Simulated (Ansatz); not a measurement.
CoO under changes of volume

One of the cells (12.873 Å³/atom); the others are scaled copies at fixed shape and fractional positions:

```
Co O
1.0
     0.00000    2.34364    2.34364
     2.34364    0.00000    2.34364
     2.34364    2.34364    0.00000
Co O
1 1
Direct
  0.00000 0.00000 0.00000
  0.25000 0.25000 0.25000
```

Measurements of this composition are mostly on another form, of space group No. 225.

| Property | Result |
| --- | --- |
| Program | Ansatz 0.2.0 |
| Functional | PBE |
| Potentials or basis | Ansatz PAW |
| Cutoff | 420 eV (not typed: the program's choice for these potentials) |
| k mesh | 10 × 10 × 10 |
| Occupations | fermi-dirac, width 0.05 eV |
| Spin | collinear spin, ferromagnetic start |
| Starting moments | [2.0, 0.0] μB |

| volume (Å³/atom) | energy over the lowest point (meV/atom) | pressure (GPa) | moment (μB per cell) |
| --- | --- | --- | --- |
| 12.100 | 0.00 | -6.7 | 2.92 |
| 12.358 | 12.41 | -8.8 | 2.95 |
| 12.615 | ? | ? | ? |
| 12.873 | 46.30 | -12.3 | 2.98 |
| 13.130 | 67.16 | -13.8 | 2.99 |
| 13.388 | 90.25 | -15.1 | 3.00 |
| 13.645 | 115.28 | -16.2 | 3.00 |

What does the run at 12.615 Å³/atom give?

Energy over the lowest point 27.98 meV/atom; pressure -10.6 GPa; moment 2.97 μB per cell.

Worked out: A Birch-Murnaghan fit of order 3 (a polynomial in V^(-2/3)) to the other rows has no minimum within the range. It gives 27.92 meV/atom at 12.615 Å³/atom, against the run's 27.98, and -dE/dV = -10.6 GPa, against -10.6. A parabola through the other rows of the moment, of slope 0.0679 μB per Å³/atom there, gives 2.97 μB, against the run's 2.97.

Energies are extrapolated to zero smearing.

Caveats: a cell with one magnetic atom can't hold antiferromagnetic order, which such compounds often take.
